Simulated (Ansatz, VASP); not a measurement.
## BaZrO3 in VASP and in Ansatz

```
Ba Zr O
1.0
     4.19134    0.00000    0.00000
     0.00000    4.19134    0.00000
     0.00000    0.00000    4.19134
Ba Zr O
1 1 3
Direct
  0.00000 0.00000 0.00000
  0.50000 0.50000 0.50000
  0.00000 0.50000 0.50000
  0.50000 0.00000 0.50000
  0.50000 0.50000 0.00000
```

Alike in both runs: functional PBE; k mesh 5 × 5 × 5; occupations fermi-dirac, width 0.02 eV; no spin polarisation.

Ansatz relaxed the structure, and its values are those at the end. VASP's run is a single point on that final structure, the one shown.

```csv
,VASP,Ansatz
version,VASP 6.6.1,Ansatz 0.2.0
potentials or method,"VASP PAW PBE potentials, release 64 (Ba_sv, Zr_sv, O)","plane-wave PAW, scalar-relativistic"
plane-wave cutoff (eV),520,420
valence electrons in the cell,40,40
```

```csv
,VASP,Ansatz,Ansatz less VASP
gap on the k mesh at the Fermi level (eV),3.29,3.35,+0.052
pressure (GPa),5.1,4.1,-1.04
```

The functional is the same, so the differences come from potentials, cutoffs and numerics. Ansatz warned: «gradients_without_spin_orbit».

Caveats: spin-orbit coupling is left out, which moves the levels of the heavy elements; an odd mesh through Γ misses points on the zone boundary, where band edges often lie. A hybrid or GW would open this gap; PBE tends to underestimate it.
